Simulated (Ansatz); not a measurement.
# Si and the effect of the functional

Space group P6_3/mmc (No. 194). a = 3.831 Å, b = 3.831 Å, c = 6.333 Å, α = 90.00°, β = 90.00°, γ = 120.00°
```csv
atom,site,symmetry,x,y,z
Si,4f,3m.,0.6667,0.3333,0.9370
```

This isn't the form of Si at room conditions, which is diamond.

Kept alike: task equation of state; k mesh 8 × 8 × 4; occupations fermi-dirac, width 0.05 eV; no spin polarisation. Program: Ansatz, Ansatz PAW. Cutoffs run from 420 to 500 eV. The mesh is that of the run's cell of 4 atoms. No spin-orbit coupling.

| run | volume (Å³/atom) | bulk modulus (GPa) |
| --- | --- | --- |
| A | 20.165 | 96.8 |
| B | 20.033 | 93.8 |
| C | 19.685 | 96.5 |

Volume and modulus come from cells scaled at fixed shape and fractions; off cubic symmetry such a modulus can lie above the relaxed one. All rows use potentials made for PBE.

The runs differ in the functional (and the cutoff that goes with it) alone: LDA; PBEsol; r2SCAN. Which run is which?

Run A is r2SCAN; run B is PBEsol; run C is LDA. The volume runs from 19.685 (LDA) to 20.165 Å³/atom (r2SCAN). The bulk modulus runs from 93.8 (PBEsol) to 96.8 GPa (r2SCAN).

The cell is hexagonal diamond (lonsdaleite) silicon, whose sp3 network of directional covalent bonds is the same in kind as that of the cubic form. LDA gives the smallest volume, in line with its familiar overbinding; gradient corrections favour a less uniform density and so lengthen the bonds, as PBEsol shows.

The modulus doesn't follow the volume. A given solid normally softens as it expands, and the step from LDA to PBEsol fits that pattern, but r2SCAN breaks it, pairing the largest volume with a modulus of 96.8 GPa, practically level with the 96.5 GPa of LDA. Since each modulus belongs to its own equilibrium volume, this near agreement doesn't mean that the two functionals describe the bond alike: compared at one common volume, r2SCAN would probably be the stiffer, perhaps because its dependence on the kinetic energy density lets it tell covalent bonds from regions of slowly varying density. Nothing here bears on the energy of this polytype relative to cubic diamond.
